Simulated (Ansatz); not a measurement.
Crystal: CuO.

```xyz
8
Lattice="-2.3418 1.7113 0.0000 0.8500 0.0000 -5.0579 -2.3418 -5.1339 0.0000" Properties=species:S:1:pos:R:3 pbc="T T T"
Cu   -1.1500   -0.8247   -0.0030
Cu   -3.4919   -2.5360   -0.0030
Cu   -3.0669   -0.8247   -2.5320
Cu   -3.0669   -4.2473   -2.5320
O    -1.6834   -0.2483   -3.7964
O    -1.6834   -3.6709   -3.7964
O    -2.1084    0.3103   -1.2675
O    -2.2756   -3.3602   -1.2432
```

Base run:

```yaml
Program: Ansatz 0.2.0
Functional: r2SCAN
Potentials_or_basis: Ansatz PAW
Cutoff: 500 eV
Density_cutoff: 2000 eV
k_mesh: 9 × 5 × 5
Occupations: fermi-dirac, width 0.05 eV
Spin: no spin polarisation
Hubbard_terms: Cu d U = 4.5 eV
```

Its results: band gap on the k mesh none (metal or under the smearing width); pressure 3.9 GPa; largest force 2.662 eV/Å.

Problem. After a change of settings the same cell gave: band gap on the k mesh none (metal or under the smearing width); pressure 2.6 GPa; largest force 2.584 eV/Å. Which change was it?
A. functional from r2SCAN to LDA; cutoff from 500 eV to 420 eV; density cutoff from 2000 eV to 1680 eV
B. functional from r2SCAN to LDA; cutoff from 500 eV to 420 eV; density cutoff from 2000 eV to 1680 eV; hubbard terms from Cu d U = 4.5 eV to none; hubbard projectors from ortho-atomic (the default) to none
C. hubbard terms from Cu d U = 4.5 eV to Cu d U = 5.3 eV
D. functional from r2SCAN to PBEsol; cutoff from 500 eV to 420 eV; density cutoff from 2000 eV to 1680 eV

Solution. D.

Caveats: the run has no spin polarisation, though such a crystal can be magnetic; U without spin polarisation on a metal has little footing; the PAW data sets come from PBE, with cores solved anew for the run's functional, which leaves a small shift of forces and pressure; forces of over 1 eV/Å show positions far from the minimum, so gaps and moduli don't describe the material at rest.

Not every run made on this cell is shown here.
